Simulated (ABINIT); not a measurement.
# A GW run on SiC (P6_3mc) in ABINIT, with inputs changed

What do changed inputs do to GW on SiC (P6_3mc)?

Main program and level: ABINIT 10.8.3; PBE and many-body steps on it, plane waves.

### 1. The structure

The structure is hexagonal, space group P6_3mc (No. 186). The conventional cell has a = 3.074 Å, b = 3.074 Å, c = 5.045 Å, α = 90.00°, β = 90.00°, γ = 120.00°. Nearest to Si lie 4 C at 1.88 to 1.90 Å. Nearest to C lie 4 Si at 1.88 to 1.90 Å. Farther neighbours are not listed.

The cell and positions are those that the Materials Project relaxed with its own functionals (PBE, PBE+U or r2SCAN), kept fixed.

### 2. Screening, 6×6×4 mesh, 180 bands, screening to 228.6 eV

This step: ABINIT 10.8.3; RPA screening on PBE, plane waves, norm-conserving pseudopotentials.

The RPA dielectric matrix is built and inverted for each q.

Contents of run.abi:

```
acell 3*1.0 Angstrom
rprim 
  3.073513928196 0.000000000001 0.000000000000
  -1.536756964099 2.661741140703 0.000000000000
  0.000000000000 0.000000000000 5.045247710000
ntypat 2
znucl 14 6
natom 4
typat 1 1 2 2
xred 
  0.333333333333 0.666666666667 0.499602400000
  0.666666666667 0.333333333333 0.999602400000
  0.333333333333 0.666666666667 0.875397600000
  0.666666666667 0.333333333333 0.375397600000
pp_dirpath "pseudos"
pseudos "Si.upf, C.upf"
ecut 37
ngkpt 6 6 4
nshiftk 1
shiftk 0 0 0
kptopt 1
chksymbreak 0
istwfk *1
occopt 1
irdwfk 1
optdriver 3
nband 180
ecuteps 8.4
inclvkb 2
awtr 1
symchi 1
indata_prefix "in"
outdata_prefix "out"
tmpdata_prefix "tmp"
```

Run with:

```bash
OMP_NUM_THREADS=1 mpirun -n 8 abinit run.abi > log
```

What it wrote:

```text
.Version 10.8.3 of ABINIT. v10.8.2 released Aug 2026.

 Symmetries : space group P6_3 m c (#186); Bravais hP (primitive hexag.)
[... echo of the input left out ...]
== DATASET  1 ==================================================================
-   mpi_nproc: 8, omp_nthreads: 1 (-1 if OMP is not activated)

--- !DatasetInfo
iteration_state: {dtset: 1, }
dimensions: {natom: 4, nkpt: 21, mband: 180, nsppol: 1, nspinor: 1, nspden: 1, mpw: 3015, }
cutoff_energies: {ecut:  37.0, pawecutdg:  -1.0, }
electrons: {nelect:   1.60000000E+01, charge:   0.00000000E+00, occopt:   1.00000000E+00, tsmear:   1.00000000E-02, }

 SCREENING: Calculation of the susceptibility and dielectric matrices

 Based on a program developped by R.W. Godby, V. Olevano, G. Onida, and L. Reining.
 Incorporated in ABINIT by V. Olevano, G.-M. Rignanese, and M. Torrent.
.Using double precision arithmetic ; gwpc =  8

[... cell and pseudopotentials left out ...]
--------------------------------------------------------------------------------

 ==== K-mesh for the wavefunctions ====
 Number of points in the irreducible wedge :    21
[... list of points left out ...]
 Together with 12 symmetry operations and time-reversal symmetry
 yields   144 points in the full Brillouin Zone.

 ==== Q-mesh for the screening function ====
 Number of points in the irreducible wedge :    21
[... list of points left out ...]
 Together with 12 symmetry operations and time-reversal symmetry
 yields   144 points in the full Brillouin Zone.

 setmesh: FFT mesh size selected  =    24x   24x   40
          total number of points  =        23040

 vcoul_init : cutoff-mode = AUXILIARY_FUNCTION
 q-points for optical limit:   1
     1)      0.000010    0.000020    0.000030

- screening: taking advantage of time-reversal symmetry
- Maximum band index for partially occupied states nbvw = 8
- Remaining bands to be divided among processors   nbcw = 172
- Number of bands treated by each node ~21

 Number of electrons calculated from density =   16.0000; Expected =   16.0000
 average of density, n =  0.057443
 r_s =    1.6078
 omega_plasma =   23.1193 [eV]

 calculating chi0 at frequencies [eV] :
  1    0.000000E+00    0.000000E+00
  2    0.000000E+00    2.311935E+01

--------------------------------------------------------------------------------
  q-point number  1        q = ( 0.000000, 0.000000, 0.000000) [r.l.u.]
--------------------------------------------------------------------------------
[... chi0 elements left out ...]
 For q-point:  0.000010 0.000020 0.000030
  dielectric constant =   6.8547
  dielectric constant without local fields =   7.5085

  Average fulfillment of the sum rule on Im[epsilon] for q-point    1 :     91.91  [%]
[... wings left out ...]
  q-point number  2        q = ( 0.166667, 0.000000, 0.000000) [r.l.u.]
--------------------------------------------------------------------------------
[... chi0 elements left out ...]
  Average fulfillment of the sum rule on Im[epsilon] for q-point    2 :     95.04  [%]

 [... 19 further q-points ...]
```

Elapsed: 5 min, on 8 MPI ranks of Arm Neoverse N1, shared host; peak memory 2.8 GiB.

This step gave:

```
ε∞ with local fields, on this mesh, along the program's q direction : 6.855
the same without local fields                                       : 7.508
plasma frequency                                                    : 23.12 eV
plane waves in the screening matrix                                 : 313
```

Local fields lower ε∞ by 9 %.

### 3. Base

The self-energy is evaluated for the states that the input lists, and the levels follow from it, in one-shot runs by the linearised quasiparticle equation.

This step: G0W0 on PBE, plane waves, norm-conserving pseudopotentials.

run.abi: that of step 2 with these lines changed.

```diff
@@ -25,8 +25,19 @@
 irdwfk 1
-optdriver 3
+optdriver 4
 nband 180
+gwcalctyp 0
+ecutsigx 37
+symsigma 1
+nkptgw 3
+kptgw 
+  0.0000000000 0.0000000000 0.0000000000
+  0.3333333333 0.3333333333 0.0000000000
+  0.5000000000 0.0000000000 0.0000000000
+bdgw 
+  7 10
+  6 10
+  7 10
 ecuteps 8.4
-inclvkb 2
-awtr 1
-symchi 1
+irdscr 1
+ppmodel 1
 indata_prefix "in"
```

What it wrote:

```text
.Version 10.8.3 of ABINIT. v10.8.2 released Aug 2026.

 Symmetries : space group P6_3 m c (#186); Bravais hP (primitive hexag.)
[... echo of the input left out ...]
== DATASET  1 ==================================================================
-   mpi_nproc: 8, omp_nthreads: 1 (-1 if OMP is not activated)

--- !DatasetInfo
iteration_state: {dtset: 1, }
dimensions: {natom: 4, nkpt: 21, mband: 180, nsppol: 1, nspinor: 1, nspden: 1, mpw: 3015, }
cutoff_energies: {ecut:  37.0, pawecutdg:  -1.0, }
electrons: {nelect:   1.60000000E+01, charge:   0.00000000E+00, occopt:   1.00000000E+00, tsmear:   1.00000000E-02, }

 SIGMA: Calculation of the GW corrections

 Based on a program developped by R.W. Godby, V. Olevano, G. Onida, and L. Reining.
 Incorporated in ABINIT by V. Olevano, G.-M. Rignanese, and M. Torrent.
.Using double precision arithmetic ; gwpc =  8

[... cell and pseudopotentials left out ...]
--------------------------------------------------------------------------------

 ==== K-mesh for the wavefunctions ====
 Number of points in the irreducible wedge :    21
[... list of points left out ...]
 Together with 12 symmetry operations and time-reversal symmetry
 yields   144 points in the full Brillouin Zone.

 ==== Q-mesh for screening function ====
 Number of points in the irreducible wedge :    21
[... list of points left out ...]
 Together with 12 symmetry operations and time-reversal symmetry
 yields   144 points in the full Brillouin Zone.

 vcoul_init : cutoff-mode = AUXILIARY_FUNCTION
 q-points for optical limit:   1
     1)      0.000010    0.000020    0.000030
 setmesh: FFT mesh size selected  =    27x   27x   54
          total number of points  =        39366

 Number of electrons calculated from density =   16.0000; Expected =   16.0000
 average of density, n =  0.057443
 r_s =    1.6078
 omega_plasma =   23.1193 [eV]

 === KS Band Gaps ===
  >>>> For spin  1
   Minimum direct gap =   3.9851 [eV], located at k-point      :   0.5000  0.0000  0.0000
   Fundamental gap    =   2.2753 [eV], Top of valence bands at :   0.0000  0.0000  0.0000
                                       Bottom of conduction at :   0.3333  0.3333  0.0000
 SIGMA fundamental parameters:
 PLASMON POLE MODEL  1
 number of plane-waves for SigmaX                 2973
 number of plane-waves for SigmaC and W            313
 number of plane-waves for wavefunctions          2973
 number of bands                                   180
 number of independent spin polarizations            1
 number of spinorial components                      1
 number of k-points in IBZ                          21
 number of q-points in IBZ                          21
 number of symmetry operations                      12
 number of k-points in BZ                          144
 number of q-points in BZ                          144
 number of frequencies for dSigma/dE                 9
 frequency step for dSigma/dE [eV]                0.25
 number of omega for Sigma on real axis              0
 max omega for Sigma on real axis  [eV]           0.00
 zcut for avoiding poles [eV]                     0.10

 EPSILON^-1 parameters (SCR file):
 dimension of the eps^-1 matrix on file            313
 dimension of the eps^-1 matrix used               313
 number of plane-waves for wavefunctions          2973
 number of bands                                   180
 number of q-points in IBZ                          21
 number of frequencies                               2
 number of real frequencies                          1
 number of imag frequencies                          1

 matrix elements of self-energy operator (all in [eV])

 Perturbative Calculation

--- !SelfEnergy_ee
iteration_state: {dtset: 1, }
kpoint     : [   0.000,    0.000,    0.000, ]
spin       : 1
KS_gap     :    4.820
QP_gap     :    5.706
Delta_QP_KS:    0.886
data: !SigmaeeData |
     Band     E0 <VxcDFT>   SigX SigC(E0)      Z dSigC/dE  Sig(E)    E-E0       E
        7   7.012 -15.027 -17.600   1.905   0.792  -0.262 -15.556  -0.529   6.483
        8   7.012 -15.027 -17.600   1.905   0.792  -0.262 -15.556  -0.529   6.483
        9  11.832 -12.163  -6.994  -4.727   0.806  -0.240 -11.806   0.357  12.189
       10  13.231 -12.779  -7.194  -5.174   0.793  -0.261 -12.453   0.326  13.557

--- !SelfEnergy_ee
iteration_state: {dtset: 1, }
kpoint     : [   0.333,    0.333,    0.000, ]
spin       : 1
KS_gap     :    6.117
QP_gap     :    7.179
Delta_QP_KS:    1.062
data: !SigmaeeData |
     Band     E0 <VxcDFT>   SigX SigC(E0)      Z dSigC/dE  Sig(E)    E-E0       E
        6   2.959 -13.062 -17.039   2.850   0.781  -0.281 -13.942  -0.880   2.078
        7   2.959 -13.062 -17.039   2.850   0.781  -0.281 -13.942  -0.880   2.078
[...]
--- !SelfEnergy_ee
iteration_state: {dtset: 1, }
kpoint     : [   0.500,    0.000,    0.000, ]
spin       : 1
KS_gap     :    3.985
QP_gap     :    4.901
Delta_QP_KS:    0.916
data: !SigmaeeData |
     Band     E0 <VxcDFT>   SigX SigC(E0)      Z dSigC/dE  Sig(E)    E-E0       E
[...]
8   5.813 -14.520 -17.600   2.215   0.789  -0.267 -15.202  -0.683   5.130
        9   9.798 -10.579  -6.048  -4.246   0.821  -0.218 -10.345   0.234  10.032
       10  11.240 -11.760  -6.959  -4.342   0.809  -0.236 -11.389   0.371  11.611

== END DATASET(S) ==============================================================
================================================================================

 -outvars: echo values of variables after computation  --------
           etotal      0.0000000000E+00
            nband         180
             nkpt          21
          spgroup         186
 [... the other variables as echoed above ...]

 Calculation completed.
```

Wall time 76 s (8 MPI ranks); peak memory 3.1 GiB; 10 min of CPU time.

Numbers from this step:

| Item | Value |
| --- | --- |
| G0W0 gap on the points computed | 2.981 eV |
| starting gap on the mesh | 2.275 eV |
| k of the valence top | 0, 0, 0 |
| k of the conduction bottom | 0.3333, 0.3333, 0 |
| Z at the valence top | 0.792 |
| Z at the conduction bottom | 0.824 |
| least direct G0W0 gap on the computed points | 4.902 eV |

The gap on the mesh goes from 2.28 eV to 2.98 eV, a correction of +0.71 eV.

### 4. Coulomb singularity

run.abi: that of step 3 with these lines changed.

```diff
@@ -42,2 +42,3 @@
 ppmodel 1
+gw_icutcoul 0
 indata_prefix "in"
```

What it wrote:

```text
.Version 10.8.3 of ABINIT. v10.8.2 released Aug 2026.

 Symmetries : space group P6_3 m c (#186); Bravais hP (primitive hexag.)
[... echo of the input left out ...]
== DATASET  1 ==================================================================
-   mpi_nproc: 8, omp_nthreads: 1 (-1 if OMP is not activated)

--- !DatasetInfo
iteration_state: {dtset: 1, }
dimensions: {natom: 4, nkpt: 21, mband: 180, nsppol: 1, nspinor: 1, nspden: 1, mpw: 3015, }
cutoff_energies: {ecut:  37.0, pawecutdg:  -1.0, }
electrons: {nelect:   1.60000000E+01, charge:   0.00000000E+00, occopt:   1.00000000E+00, tsmear:   1.00000000E-02, }

 SIGMA: Calculation of the GW corrections

 Based on a program developped by R.W. Godby, V. Olevano, G. Onida, and L. Reining.
 Incorporated in ABINIT by V. Olevano, G.-M. Rignanese, and M. Torrent.
.Using double precision arithmetic ; gwpc =  8

[... cell and pseudopotentials left out ...]
--------------------------------------------------------------------------------

 ==== K-mesh for the wavefunctions ====
 Number of points in the irreducible wedge :    21
[... list of points left out ...]
 Together with 12 symmetry operations and time-reversal symmetry
 yields   144 points in the full Brillouin Zone.

 ==== Q-mesh for screening function ====
 Number of points in the irreducible wedge :    21
[... list of points left out ...]
 Together with 12 symmetry operations and time-reversal symmetry
 yields   144 points in the full Brillouin Zone.

 === Spherical cutoff ===

  Cutoff radius .........    21.2350 [Bohr]
  Volume of the sphere ..   40109.07 [Bohr^3]
 q-points for optical limit:   1
     1)      0.000010    0.000020    0.000030
 setmesh: FFT mesh size selected  =    27x   27x   54
          total number of points  =        39366

[...]
number of plane-waves for wavefunctions          2973
 number of bands                                   180
 number of q-points in IBZ                          21
 number of frequencies                               2
 number of real frequencies                          1
 number of imag frequencies                          1

 matrix elements of self-energy operator (all in [eV])

 Perturbative Calculation

--- !SelfEnergy_ee
iteration_state: {dtset: 1, }
kpoint     : [   0.000,    0.000,    0.000, ]
spin       : 1
KS_gap     :    4.820
QP_gap     :    5.656
Delta_QP_KS:    0.835
data: !SigmaeeData |
     Band     E0 <VxcDFT>   SigX SigC(E0)      Z dSigC/dE  Sig(E)    E-E0       E
        7   7.012 -15.027 -17.630   1.981   0.796  -0.256 -15.522  -0.495   6.517
        8   7.012 -15.027 -17.630   1.981   0.796  -0.256 -15.522  -0.495   6.517
        9  11.832 -12.163  -6.993  -4.748   0.808  -0.238 -11.822   0.341  12.173
[...]
--- !SelfEnergy_ee
iteration_state: {dtset: 1, }
kpoint     : [   0.333,    0.333,    0.000, ]
spin       : 1
KS_gap     :    6.117
QP_gap     :    7.115
Delta_QP_KS:    0.998
data: !SigmaeeData |
     Band     E0 <VxcDFT>   SigX SigC(E0)      Z dSigC/dE  Sig(E)    E-E0       E
[...]
--- !SelfEnergy_ee
iteration_state: {dtset: 1, }
kpoint     : [   0.500,    0.000,    0.000, ]
spin       : 1
KS_gap     :    3.985
QP_gap     :    4.826
Delta_QP_KS:    0.841
data: !SigmaeeData |
     Band     E0 <VxcDFT>   SigX SigC(E0)      Z dSigC/dE  Sig(E)    E-E0       E
[...]
9   9.798 -10.579  -6.050  -4.312   0.821  -0.218 -10.401   0.178   9.976
       10  11.240 -11.760  -6.970  -4.364   0.810  -0.234 -11.415   0.345  11.584

== END DATASET(S) ==============================================================
================================================================================

 -outvars: echo values of variables after computation  --------
           etotal      0.0000000000E+00
            nband         180
             nkpt          21
          spgroup         186
 [... the other variables as echoed above ...]

 Calculation completed.
```

Wall time 76 s (8 MPI ranks); peak memory 3.1 GiB; 10 min of CPU time.

Numbers from this step:

```yaml
g0w0_gap_on_the_points_computed: 2.875 eV
starting_gap_on_the_mesh: 2.275 eV
k_of_the_valence_top: 0, 0, 0
k_of_the_conduction_bottom: 0.3333, 0.3333, 0
z_at_the_valence_top: 0.796
z_at_the_conduction_bottom: 0.824
least_direct_g0w0_gap_on_the_computed_points: 4.826 eV
```

Against G0W0 in ABINIT (6×6×4 mesh, 180 bands, screening to 228.6 eV, Godby-Needs plasmon pole), the gap moves by −0.106 eV.

### 5. Side by side

Times are wall times on 8 MPI ranks of Arm Neoverse N1, shared host, good to a factor of about two. A run's time includes the screening step that it read.

```csv
run,mesh,bands,screening cutoff (eV),DFT gap (eV),gap on the mesh (eV),direct (eV),ε∞ used,time
base,6×6×4,180,228.6,2.275,2.981,4.902,6.85,6.2 min
Coulomb singularity,6×6×4,180,228.6,2.275,2.875,4.826,6.85,6.2 min
```

### 6. Summary of results

| Quantity | Value |
| --- | --- |
| base | 2.981 eV |
| Coulomb singularity | 2.875 eV |
| known limits | not at the basis limit |

**Reading.** Coulomb singularity: −0.106 eV against base (keys changed: gw_icutcoul). Bands and cutoff are finite, so the gap is not at the basis limit. The miss can reach some tenths of an eV and take either sign; the mesh is an error of its own. In the G0W0 runs levels were corrected at 3 k points alone, so a gap called «on the mesh» is the least over those, and an edge elsewhere would be missed.

[Paths, hosts, dates, memory and timing lines, banners, echoed tables and standing remarks are left out of the program output.]

[Logs are printed without paths, hosts, clocks, repeated set-up lines and the standing remarks that a program may print on its own settings, such as how far it seeks lower states.]

[Runs of the session that timed out or met a known fault of the program may be left out.]

[Hosts, paths, dates, database ids (printed as entryN), source tags and the programs' standing remarks are cut or masked in the printed files.]

[G0W0 gaps are taken among the corrected bands and points alone; a level outside them can change the order at an edge.]

[Where Ansatz stands beside ABINIT at settings called matched, ABINIT's density can come from a denser mesh and the files from another edition; pairs whose starting gaps differed by over 0.03 eV were left out, so agreement reads better than it is.]
